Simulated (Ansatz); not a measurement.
# HfS2 (P-3m1): comparison of functionals at one structure in Python

How far apart do the functionals lie for HfS2 (P-3m1) at one structure? The task is a comparison of functionals at one structure, for HfS2 (P-3m1).

Computed with Ansatz 0.2.0, driven from Python. The levels of theory stand in the script.

### Step 1. The system

The structure is trigonal, space group P-3m1 (No. 164). Conventional cell: a = 3.640 Å, b = 3.640 Å, c = 6.056 Å, α = 90.00°, β = 90.00°, γ = 120.00°. Hf (site symmetry -3m) is surrounded by 6 S at 2.54 Å. S (site symmetry 3m) is surrounded by 3 Hf at 2.54 Å.

hfs2.xyz, read by the script:

```xyz
3
Lattice="3.63966418 0.0 0.0 -1.81983209 3.15204164 0.0 0.0 0.0 6.05556247" Properties=species:S:1:pos:R:3 pbc="T T T"
Hf    0.00000000    0.00000000    0.00000000
S     1.81983211    1.05068054    4.62615936
S    -0.00000002    2.10136110    1.42940311
```

### Step 2. The code

run_xc.py

```python
"""One structure of HfS2 under several functionals."""

import csv

import ansatz

xtal = ansatz.Crystal.from_extxyz("hfs2.xyz")

job = (
    xtal.calculation()
    .kpoints(6, 6, 4)
    .occupations("fixed")
    .stress()
    .band_table()
)

rows = []
for value in ["pbe", "lda", "revpbe", "r2scan"]:
    r = job.functional(value).run(threads=1).report
    rows.append((value, r["free_energy_ev"] / len(r["lattice"]["sites"]), r["n_iterations"], sum(r["stress_gpa"][i][i] for i in range(3)) / 3, r["gap_by_band_count_ev"], r["n_kpoints"]))

with open("xc.csv", "w", newline="") as handle:
    writer = csv.writer(handle)
    writer.writerow(["functional", "F/atom (eV)", "iterations", "P (GPa)", "gap by band count (eV)", "k-points"])
    writer.writerows([round(v, 5) if isinstance(v, float) else v for v in row] for row in rows)
print(open("xc.csv").read())
```

### Step 3. The input behind the calls

The package turns the script's settings into the engine's input (first run):

```yaml
crystal:
  lattice:
    - [3.63966418, 0.0, 0.0]
    - [-1.81983209, 3.15204164, 0.0]
    - [0.0, 0.0, 6.05556247]
  atoms:
    - { symbol: Hf, position: [0.0, 0.0, 0.0] }
    - { symbol: S, position: [0.6666666711041634, 0.33333333121830205, 0.7639520495277791] }
    - { symbol: S, position: [0.3333333288958365, 0.6666666687816979, 0.23604795047222096] }
kpoints:
  mp_grid:
    grid: [6, 6, 4]
hamiltonian:
  xc: pbe
scf:
  occupations:
    method: fixed
output:
  stress: true
  eigenvalues: true
```

### Step 4. Running it

Launch:

```bash
$ python run_xc.py
```

The program printed:

```text
DeckWarning: basis.ecutwfc = 420 eV, auto-derived from the records' recommended cutoffs: set by Hf (normal level)
DeckWarning: basis.ecutwfc = 500 eV, auto-derived from the records' recommended cutoffs: set by Hf (their level for a meta-GGA)
functional,F/atom (eV),iterations,P (GPa),gap by band count (eV),k-points
pbe,-5843.3928,7,1.92104,1.2107,24
lda,-5740.20118,8,-3.85864,1.04093,24
revpbe,-5847.99787,8,3.65272,1.26579,24
r2scan,-5850.03277,8,0.76105,1.54615,24
```

(Warnings from the package without file and line.)

Wall time 11 s (1 thread of Arm Neoverse V2, shared host); peak memory 0.56 GiB.

### Step 5. What changed from run to run

The engine's inputs for the other runs:

Run 2, against run 1:

```diff
@@ -14 +14 @@
-  xc: pbe
+  xc: lda
```

Run 3, against run 1:

```diff
@@ -14 +14 @@
-  xc: pbe
+  xc: revpbe
```

Run 4, against run 1:

```diff
@@ -14 +14 @@
-  xc: pbe
+  xc: r2scan
```

### Step 6. The runs side by side

From the records of these 4 runs:

| run | functional | energy (eV/atom) | pressure (GPa) | gap on the mesh (eV) | SCF cycles | CPU time (s) |
| --- | --- | --- | --- | --- | --- | --- |
| 1 | pbe | -5843.3928 | 1.92 | 1.21 | 7 | 1.8 |
| 2 | lda | -5740.2012 | -3.86 | 1.04 | 8 | 1.9 |
| 3 | revpbe | -5847.9979 | 3.65 | 1.27 | 8 | 1.9 |
| 4 | r2scan | -5850.0328 | 0.76 | 1.55 | 8 | 4.8 |

Totals under unlike functionals or potentials can't be compared directly.

### Step 7. Results

```
             quantity                           value
        runs compared                               4
pressure at this cell  -3.9 (lda) to 3.7 GPa (revpbe)
      gap on the mesh  1.04 (lda) to 1.55 eV (r2scan)
```

In words: From lowest to highest: LDA (-3.9 GPa), r2SCAN (0.8 GPa), PBE (1.9 GPa) and revPBE (3.7 GPa). At a fixed cell a lower pressure usually means a smaller equilibrium volume, so LDA prefers the smallest cell and revPBE the largest. Gaps by band count in the reports: PBE 1.21 eV, LDA 1.04 eV, revPBE 1.27 eV and r2SCAN 1.55 eV. What to keep in mind:
- Spin is left out of this run.
- Pressure is positive in compression.
- The structure comes from a database of computed cells and needn't be a stable or known phase.
- Levels are Kohn-Sham eigenvalues on this mesh, without spin-orbit coupling.
- Total energies of different functionals can't be compared; pressures, moments and gaps at this one structure can.
